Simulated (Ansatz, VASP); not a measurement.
**One calculation of FeO (Wuestite), two programs**

INCAR

```
SYSTEM = FeO
PREC     = Accurate       ! precision mode
ENCUT    = 520            ! plane-wave cutoff, eV
EDIFF    = 1E-6           ! SCF threshold, eV
ISMEAR   = 0              ! smearing method
SIGMA    = 0.016          ! smearing width, eV
LREAL    = .False.        ! projectors in reciprocal space
LASPH    = .True.         ! aspherical terms in the spheres
NELM     = 150            ! most SCF steps
ALGO     = Normal         ! electronic algorithm
ISIF     = 2              ! what is computed and relaxed
LWAVE    = .False.        ! write WAVECAR
LCHARG   = .False.        ! write CHGCAR
ISPIN    = 2              ! spin polarisation
MAGMOM   = 3 0            ! initial moments
LORBIT   = 11             ! projections on sites
LMAXMIX  = 4              ! l up to which the mixer works
GGA      = PE             ! functional
NBANDS   = 18             ! bands
```

KPOINTS

```
Automatic mesh
0
Gamma
  11 11 11
  0 0 0
```

Contents of POSCAR:

```
FeO
1.0
    0.0000000000      2.1554000000      2.1554000000
    2.1554000000      0.0000000000      2.1554000000
    2.1554000000      2.1554000000      0.0000000000
Fe O
1 1
Direct
    0.0000000000      0.0000000000      0.0000000000
    0.5000000000      0.5000000000      0.5000000000
```

File input.yaml:

```yaml
crystal:
  lattice:
    - [0.0, 2.1554, 2.1554]
    - [2.1554, 0.0, 2.1554]
    - [2.1554, 2.1554, 0.0]
  atoms:
    - { symbol: Fe, position: [0.0, 0.0, 0.0], spin: 3.0 }
    - { symbol: O, position: [0.5, 0.5, 0.5] }
kpoints:
  mp_grid: { grid: [11, 11, 11] }
scf:
  occupations: { method: gaussian, width: 0.016 }
hamiltonian:
  xc: pbe
  pseudopotentials: { kind: all_electron, lapw: { basis_error: 0.001 } }
magnetization:
  spin_polarized: true
output:
  forces: true
  stress: true
  eigenvalues: true
```

Alike in both runs: task single point; functional PBE; k mesh 11 × 11 × 11; occupations gaussian, width 0.016 eV; collinear spin.

|  | VASP | Ansatz |
| --- | --- | --- |
| version | VASP 6.6.1 | Ansatz 0.2.0 |
| potentials or method | VASP PAW PBE potentials, release 64 (Fe, O) | all-electron LAPW, scalar-relativistic |
| plane-wave cutoff (eV) | 520 | see its input |

|  | VASP | Ansatz | Ansatz less VASP |
| --- | --- | --- | --- |
| gap on the k mesh at the Fermi level (eV) | none | none | - |
| pressure (GPa) | -0.2 | -0.4 | -0.13 |
| net moment per atom (μB) | 2.00 | 2.00 | 0.000 |
| size of the moment on the site where the two differ most (μB) | 0.30 | 0.32 | +0.020 |

Site moments also hang on the region over which each program counts them. A gap of «none» marks a metal or a gap that the smearing closes. Ansatz ran all-electron here, so the differences hold the error of VASP's frozen core and of both bases.

Caveats: a cell with one magnetic atom can't hold antiferromagnetic order, which such compounds often take; semilocal functionals often make such compounds metallic where correlation or magnetic order opens a gap, which also shifts bond lengths.
